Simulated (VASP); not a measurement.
# PbSe (Fm-3m) in VASP: notebook

Aim: see how the results for PbSe move with the level of theory and the settings. Levels: r2SCAN, PBEsol+D3(BJ). Tasks: single point.

Program: VASP 6.6.1. These are calculated values, not measurements. Logs are shortened: lines on timing, memory, paths and dates and some standing lists are left out, and cuts for length are marked.

**What was measured.**

A printed reference work, monograph reports, for a bulk crystal of PbSe: band gap 0.15 eV (direct) at 4.2 K; band gap 0.28 eV (direct) at 300 K.

How close the calculation comes is told below.

### Step 1. The cell of the first run

Symmetry: Fm-3m, No. 225, cubic system. Conventional cell: a = 6.121 Å, b = 6.121 Å, c = 6.121 Å, α = 90.00°, β = 90.00°, γ = 90.00°. Within 4.0 Å of Pb (site symmetry m-3m) lie 6 Se at 3.06 Å. Se (site symmetry m-3m) has 6 Pb at 3.06 Å within 4.0 Å.

### Step 2. Single point, r2SCAN

The input, POSCAR:

```
PbSe
1.0
    0.0000000000      3.0606500000      3.0606500000
    3.0606500000      0.0000000000      3.0606500000
    3.0606500000      3.0606500000      0.0000000000
Pb Se
1 1
Direct
    0.0000000000      0.0000000000      0.0000000000
    0.5000000000      0.5000000000      0.5000000000
```

The input, INCAR.step1:

```
  PREC = Accurate
  ENCUT = 520
  ISMEAR = -1
  SIGMA = 0.05
  LREAL = F
  LASPH = T
  NELM = 100
  NBANDS = 17
  GGA = PE
  ALGO = Normal
  EDIFF = 1E-4
  LWAVE = T
  LCHARG = F
```

The input, INCAR.step2:

```
  PREC = Accurate
  ENCUT = 520
  EDIFF = 1E-6
  ISMEAR = -1
  SIGMA = 0.05
  LREAL = F
  LASPH = T
  NELM = 100
  ALGO = Normal
  ISIF = 2
  LWAVE = F
  LCHARG = F
  METAGGA = R2SCAN
  LMIXTAU = T
  NBANDS = 17
  ISTART = 1
```

The input, KPOINTS:

```
regular mesh
0
Gamma
  4 4 4
```

Potentials or basis: VASP PAW PBE potentials, release 64 (Pb_d, Se).

Command:

```sh
$ cat potpaw_PBE.64/Pb_d/POTCAR potpaw_PBE.64/Se/POTCAR > POTCAR
$ cp INCAR.step1 INCAR
$ mpirun -np 1 vasp_std > vasp.out
$ cp INCAR.step2 INCAR
$ mpirun -np 1 vasp_std > vasp.out
```

OUTCAR:

```text
PREC = Accurate
   ENCUT = 520
   EDIFF = 1E-6
   ISMEAR = -1
   LREAL = F
   LASPH = T
   NELM = 100
   ISIF = 2
   METAGGA = R2SCAN
   ISTART = 1

 ion  position               nearest neighbor table
   1  0.000  0.000  0.000-   2 3.06   2 3.06   2 3.06   2 3.06   2 3.06   2 3.06
   2  0.500  0.500  0.500-   1 3.06   1 3.06   1 3.06   1 3.06   1 3.06   1 3.06

  LATTYP: Found a face centered cubic cell.
 ALAT       =     6.1213000000

  Lattice vectors:

 A1 = (   0.0000000000,   3.0606500000,   3.0606500000)
 A2 = (   3.0606500000,   0.0000000000,   3.0606500000)
 A3 = (   3.0606500000,   3.0606500000,   0.0000000000)

Analysis of symmetry for initial positions (statically):
=====================================================================
 Subroutine PRICEL returns:
 Original cell was already a primitive cell.

 Routine SETGRP: Setting up the symmetry group for a
 face centered cubic supercell.

 Subroutine GETGRP returns: Found 48 space group operations
 (whereof 48 operations were pure point group operations)
 out of a pool of 48 trial point group operations.

The static configuration has the point symmetry O_h .

Analysis of symmetry for dynamics (positions and initial velocities):
=====================================================================
 Subroutine PRICEL returns:
 Original cell was already a primitive cell.

 Routine SETGRP: Setting up the symmetry group for a
 face centered cubic supercell.

 Subroutine GETGRP returns: Found 48 space group operations
 (whereof 48 operations were pure point group operations)
 out of a pool of 48 trial point group operations.

The dynamic configuration has the point symmetry O_h .

 Subroutine INISYM returns: Found 48 space group operations
 (whereof 48 operations are pure point group operations),
 and found     1 'primitive' translations

----------------------------------------------------------------------------------------

                                     Primitive cell

  volume of cell :      57.3418

  direct lattice vectors                    reciprocal lattice vectors
     0.000000000  3.060650000  3.060650000    -0.163363991  0.163363991  0.163363991
     3.060650000  0.000000000  3.060650000     0.163363991 -0.163363991  0.163363991
     3.060650000  3.060650000  0.000000000     0.163363991  0.163363991 -0.163363991

  length of vectors
     4.328412740  4.328412740  4.328412740     0.282954733  0.282954733  0.282954733

  position of ions in fractional coordinates (direct lattice)
     0.000000000  0.000000000  0.000000000
     0.500000000  0.500000000  0.500000000

  ion indices of the primitive-cell ions
   primitive index   ion index
                 1           1
                 2           2

----------------------------------------------------------------------------------------

 KPOINTS: regular mesh

Automatic generation of k-mesh.
 Grid dimensions read from file:
 generate k-points for:    4    4    4

 Generating k-lattice:

  Cartesian coordinates                     Fractional coordinates (reciprocal lattice)
    -0.040840998  0.040840998  0.040840998     0.250000000  0.000000000  0.000000000
     0.040840998 -0.040840998  0.040840998     0.000000000  0.250000000  0.000000000
     0.040840998  0.040840998 -0.040840998     0.000000000  0.000000000  0.250000000

  Length of vectors
     0.070738683  0.070738683  0.070738683

  Shift w.r.t. Gamma in fractional coordinates (k-lattice)
     0.000000000  0.000000000  0.000000000

 Subroutine IBZKPT returns following result:
 ===========================================

 Found      8 irreducible k-points:

 Following reciprocal coordinates:
            Coordinates               Weight
  0.000000  0.000000  0.000000      1.000000
  0.250000  0.000000  0.000000      8.000000
  0.500000  0.000000  0.000000      4.000000
  0.250000  0.250000  0.000000      6.000000
  0.500000  0.250000  0.000000     24.000000
 -0.250000  0.250000  0.000000     12.000000
  0.500000  0.500000  0.000000      3.000000
 -0.250000  0.500000  0.250000      6.000000
   k-points           NKPTS =      8   k-points in BZ     NKDIM =      8   number of bands    NBANDS=     17
   number of dos      NEDOS =    301   number of ions     NIONS =      2
   total plane-waves  NPLWV =  32768
   dimension x,y,z NGX =    32 NGY =   32 NGZ =   32
   dimension x,y,z NGXF=    64 NGYF=   64 NGZF=   64
   ions per type =               1   1
   NGX,Y,Z   is equivalent  to a cutoff of  12.29, 12.29, 12.29 a.u.
   NGXF,Y,Z  is equivalent  to a cutoff of  24.58, 24.58, 24.58 a.u.
 SYSTEM =  unknown system
   PREC   = accura    normal or accurate (medium, high low for compatibility)
   ISTART =      1    job   : 0-new  1-cont  2-samecut
   ICHARG =      0    charge: 1-file 2-atom 10-const
   ISPIN  =      1    spin polarized calculation?
   LNONCOLLINEAR =      F non collinear calculations
   LSORBIT =      F    spin-orbit coupling
   LASPH  =      T    aspherical Exc in radial PAW
   ENCUT  =  520.0 eV  38.22 Ry    6.18 a.u.   8.05  8.05  8.05*2*pi/ulx,y,z
   NELM   =    100;   NELMIN=  2; NELMDL=  0     # of ELM steps
   EDIFF  = 0.1E-05   stopping-criterion for ELM
   LREAL  =      F    real-space projection
   EDIFFG = 0.1E-04   stopping-criterion for IOM
   NSW    =      0    number of steps for IOM
   IBRION =     -1    ionic relax: 0-MD 1-quasi-New 2-CG
   NFREE  =      0    steps in history (QN), initial steepest desc. (CG)
   ISIF   =      2    stress and relaxation
   ISYM   =      2    0-nonsym 1-usesym 2-fastsym
   POTIM  = 0.5000    time-step for ionic-motion
   TEBEG  =    0.0;   TEEND  =   0.0 temperature during run
   PSTRESS=    0.0 pullay stress
   NELECT =      20.0000    total number of electrons
   NUPDOWN=      -1.0000    fix difference up-down
   EMIN   =  10.00;   EMAX   =-10.00  energy-range for DOS
   EFERMI =   0.00;   METHOD = LEGACY
   ISMEAR =    -1;   SIGMA  =   0.05  broadening in eV -4-tet -1-fermi 0-gaus
   EFERMI_NEDOS =   21; number of points for ismear=-14 and -15
   IALGO  =     38    algorithm
   IMIX   =      4    mixing-type and parameters
     AMIX     =   0.40;   BMIX     =  1.00
     AMIX_MAG =   1.60;   BMIX_MAG =  1.00
  volume/ion in A,a.u.               =      28.67       193.48
  Fermi-wavevector in a.u.,A,eV,Ry     =   1.152377  2.177676 18.068159  1.327972
  Thomas-Fermi vector in A             =   2.289028
   LORBIT       =      0    0 simple, 1 ext, 2 COOP (PROOUT), +10 PAW based schemes
   METAGGA = R2SCAN    functional components
   LHFCALC =     F    Hartree Fock is set to
   AEXX    =    0.0000 exact exchange contribution
   IVDW    =     0    specifies the selected vdW correction
   LEPSILON=     F    determine dielectric tensor
   LRPA    =     F    only Hartree local field effects (RPA)
 non-spin polarized calculation
  energy-cutoff  :      520.00
  volume of cell :       57.34
 maximum number of plane-waves:      1572
   NGX = 17   NGY = 17   NGZ = 17

 number of electron      20.0000000 magnetization

 Free energy of the ion-electron system (eV)
  ---------------------------------------------------
  ext. energy  EPLUGINS =         0.00000000
  ---------------------------------------------------
  free energy    TOTEN  =       -71.92074422 eV

  energy without entropy =      -71.92049119  energy(sigma->0) =      -71.92061771

 E-fermi :   5.2095     XC(G=0): -10.0686

 val. band max:        4.9186589542   @ k =   0.5000   0.0000   0.0000
 cond. band min:       5.5003145886   @ k =   0.5000   0.0000   0.0000
 fundamental gap:      0.5816556343
 Fermi energy:         5.2094867826

 k-point     1 :       0.0000    0.0000    0.0000
  band No.  band energies     occupation
      1     -12.5520      2.00000
      2     -12.5520      2.00000
      3     -12.5520      2.00000
      4     -12.5491      2.00000
      5     -12.5491      2.00000
      6      -9.2343      2.00000
      7      -1.4366      2.00000
      8       2.8867      2.00000
      9       2.8867      2.00000
     10       2.8867      2.00000
     11       9.9568      0.00000
     12       9.9568      0.00000
     13       9.9568      0.00000
     14      11.8730      0.00000
     15      11.8730      0.00000
     16      11.8730      0.00000
     17      13.5486      0.00000

 k-point     2 :       0.2500    0.0000    0.0000
  band No.  band energies     occupation
      1     -12.5630      2.00000
      2     -12.5630      2.00000
      3     -12.5503      2.00000
      4     -12.5351      2.00000
      5     -12.5351      2.00000
      6      -8.7754      2.00000
      7      -2.8338      2.00000
      8       3.0558      2.00000
      9       3.0559      2.00000
     10       3.8516      2.00000
     11       7.3542      0.00000
     12       8.0868      0.00000
     13       8.0868      0.00000
     14      11.8766      0.00000
     15      13.1207      0.00000
     16      13.1207      0.00000
     17      16.7237      0.00000

 k-point     3 :       0.5000    0.0000    0.0000
  band No.  band energies     occupation
      1     -12.5762      2.00000
      2     -12.5762      2.00000
      3     -12.5491      2.00000
      4     -12.5187      2.00000
      5     -12.5187      2.00000
      6      -8.1332      2.00000
      7      -4.1513      2.00000
      8       3.3068      2.00000
      9       3.3068      2.00000
     10       4.9187      1.99406
     11       5.5003      0.00594
     12       6.8331      0.00000
     13       6.8331      0.00000
     14      14.0047      0.00000
     15      15.5909      0.00000
     16      15.5994      0.00000
     17      15.5994      0.00000

 k-point     4 :       0.2500    0.2500    0.0000
  band No.  band energies     occupation
      1     -12.6023      2.00000
      2     -12.5609      2.00000
      3     -12.5396      2.00000
      4     -12.5304      2.00000
      5     -12.5304      2.00000
      6      -8.6012      2.00000
      7      -2.6174      2.00000
      8       2.1606      2.00000
      9       2.1606      2.00000
     10       3.2222      2.00000
     11       7.5776      0.00000
     12       9.8200      0.00000
     13      10.0112      0.00000
     14      10.0112      0.00000
     15      14.9501      0.00000
     16      15.0455      0.00000
     17      15.0487      0.00000

 k-point     5 :       0.5000    0.2500    0.0000
  band No.  band energies     occupation
      1     -12.6309      2.00000
      2     -12.5529      2.00000
      3     -12.5518      2.00000
      4     -12.5237      2.00000
      5     -12.5146      2.00000
      6      -7.9465      2.00000
      7      -3.5221      2.00000
      8       1.1909      2.00000
      9       2.2125      2.00000
     10       2.7014      2.00000
     11       8.1269      0.00000
     12       8.8702      0.00000
     13       9.6687      0.00000
     14      11.2408      0.00000
     15      15.6071      0.00000
     16      16.2028      0.00000
     17      16.8575      0.00000

 k-point     6 :      -0.2500    0.2500    0.0000
  band No.  band energies     occupation
      1     -12.5921      2.00000
      2     -12.5658      2.00000
      3     -12.5414      2.00000
      4     -12.5306      2.00000
      5     -12.5287      2.00000
      6      -8.1774      2.00000
      7      -3.5478      2.00000
      8       1.2509      2.00000
      9       3.1725      2.00000
     10       4.1373      2.00000
     11       6.5655      0.00000
     12       7.3132      0.00000
     13       9.6840      0.00000
     14      13.3887      0.00000
     15      13.5102      0.00000
     16      14.9420      0.00000
     17      15.9156      0.00000

 k-point     7 :       0.5000    0.5000    0.0000
  band No.  band energies     occupation
      1     -12.6906      2.00000
      2     -12.5698      2.00000
      3     -12.5302      2.00000
      4     -12.5075      2.00000
      5     -12.5075      2.00000
      6      -7.7341      2.00000
      7      -2.6337      2.00000
      8      -0.2379      2.00000
      9       1.5232      2.00000
     10       1.5232      2.00000
     11       8.9369      0.00000
     12      10.9111      0.00000
     13      10.9111      0.00000
     14      11.3940      0.00000
     15      16.7456      0.00000
     16      17.3436      0.00000
     17      18.1002      0.00000

 k-point     8 :      -0.2500    0.5000    0.2500
  band No.  band energies     occupation
      1     -12.6512      2.00000
      2     -12.5510      2.00000
      3     -12.5396      2.00000
      4     -12.5396      2.00000
      5     -12.5075      2.00000
      6      -7.7074      2.00000
      7      -3.3188      2.00000
      8       0.5265      2.00000
      9       0.5265      2.00000
     10       4.0344      2.00000
     11       7.0828      0.00000
     12      10.2212      0.00000
     13      10.2212      0.00000
     14      13.1090      0.00000
     15      13.1090      0.00000
     16      17.3949      0.00000
     17      18.1258      0.00000

------------------------ aborting loop because EDIFF is reached ----------------------------------------

  FORCE on cell =-STRESS in cart. coord.  units (eV):
  Direction    XX          YY          ZZ          XY          YZ          ZX
  --------------------------------------------------------------------------------------
  -------------------------------------------------------------------------------------
  Total        0.5636669      0.5636669      0.5636669     -0.0000000      0.0000000     -0.0000000
  in kB       15.7493302     15.7493302     15.7493302     -0.0000000      0.0000000     -0.0000000
  external PRESSURE =      15.7493302 kB  Pullay stress =       0.0000000 kB

 VOLUME and BASIS-vectors are now :
 -----------------------------------------------------------------------------
  energy-cutoff  :      520.00
  volume of cell :       57.34
      direct lattice vectors                 reciprocal lattice vectors
     0.000000000  3.060650000  3.060650000    -0.163363991  0.163363991  0.163363991
     3.060650000  0.000000000  3.060650000     0.163363991 -0.163363991  0.163363991
     3.060650000  3.060650000  0.000000000     0.163363991  0.163363991 -0.163363991

 POSITION                                       TOTAL-FORCE (eV/Angst)
 -----------------------------------------------------------------------------------
      0.00000      0.00000      0.00000         0.000000     -0.000000     -0.000000
      3.06065      3.06065      3.06065         0.000000      0.000000      0.000000
 -----------------------------------------------------------------------------------
    total drift:                                0.000000     -0.000000     -0.000000

  FREE ENERGIE OF THE ION-ELECTRON SYSTEM (eV)
  ---------------------------------------------------
  free  energy   TOTEN  =       -71.9207442237 eV

  energy  without entropy=      -71.9204911888  energy(sigma->0) =      -71.92061771
```

It took 28 s on 1 thread of Intel Xeon Platinum 8488C (Sapphire Rapids), shared host; peak memory 0.18 GiB.

What came out:

```yaml
Free_energy: -71.9207 eV
Pressure: 1.6 GPa
Band_gap_on_the_k_mesh: 0.58 eV
```

Levels at points of the mesh, in eV from the valence-band top:
| k point | band 7 | band 8 | band 9 | band 10 | band 11 | band 12 | band 13 | band 14 |
| --- | --- | --- | --- | --- | --- | --- | --- | --- |
| (0.00, 0.00, 0.00) | -6.36 | -2.03 | -2.03 | -2.03 | 5.04 | 5.04 | 5.04 | 6.95 |
| (0.50, 0.00, 0.00) | -9.07 | -1.61 | -1.61 | 0.00 | 0.58 | 1.91 | 1.91 | 9.09 |
| (0.50, 0.50, 0.00) | -7.55 | -5.16 | -3.40 | -3.40 | 4.02 | 5.99 | 5.99 | 6.48 |

Caveat: the k points lie up to 0.44 Å⁻¹ apart; the PAW data sets were made with another functional, which shifts forces and pressure a little; spin-orbit coupling is left out, which moves the levels of the heavy elements. A k mesh can miss the band edges.

### Step 3. Single point, r2SCAN

POSCAR is that of step 2.

The input, INCAR.step1:

```
SYSTEM = PbSe
PREC = Accurate
ENCUT = 520
ISMEAR = -1
SIGMA = 0.05
LREAL = .FALSE.
LASPH = .TRUE.
NELM = 80
NBANDS = 17
GGA = PE
ALGO = Normal
EDIFF = 1E-4
LWAVE = .TRUE.
LCHARG = .FALSE.
```

The input, INCAR.step2:

```
SYSTEM = PbSe
PREC = Accurate
ENCUT = 520
EDIFF = 1E-7
ISMEAR = -1
SIGMA = 0.05
LREAL = .FALSE.
LASPH = .TRUE.
NELM = 80
ALGO = Normal
ISIF = 2
LWAVE = .FALSE.
LCHARG = .FALSE.
METAGGA = R2SCAN
LMIXTAU = .TRUE.
NBANDS = 17
ISTART = 1
```

The input, KPOINTS:

```
Automatic mesh
0
G
  4 4 4
  0 0 0
```

Potentials or basis: VASP PAW PBE potentials, release 64 (Pb_d, Se).

Command:

```sh
$ cat potpaw_PBE.64/Pb_d/POTCAR potpaw_PBE.64/Se/POTCAR > POTCAR
$ cp INCAR.step1 INCAR
$ mpirun -np 1 vasp_std > vasp.out
$ cp INCAR.step2 INCAR
$ mpirun -np 1 vasp_std > vasp.out
```

It took 30 s on 1 thread of Intel Xeon Platinum 8488C (Sapphire Rapids), shared host; peak memory 0.18 GiB.

The run converged. Its results:

* Free energy: -71.9207 eV
* Pressure: 1.6 GPa
* Band gap on the k mesh: 0.58 eV

Levels at points of the mesh, in eV from the valence-band top:
| k point | band 8 | band 9 | band 10 | band 11 | band 12 | band 13 |
| --- | --- | --- | --- | --- | --- | --- |
| (0.00, 0.00, 0.00) | -2.03 | -2.03 | -2.03 | 5.04 | 5.04 | 5.04 |
| (0.50, 0.00, 0.00) | -1.61 | -1.61 | 0.00 | 0.58 | 1.91 | 1.91 |
| (0.50, 0.50, 0.00) | -5.16 | -3.40 | -3.40 | 4.02 | 5.99 | 5.99 |

Caveat: the k points lie up to 0.44 Å⁻¹ apart; the PAW data sets were made with another functional, which shifts forces and pressure a little; spin-orbit coupling is left out, which moves the levels of the heavy elements. A k mesh can miss the band edges.

(Continued in part 2 of 2.)
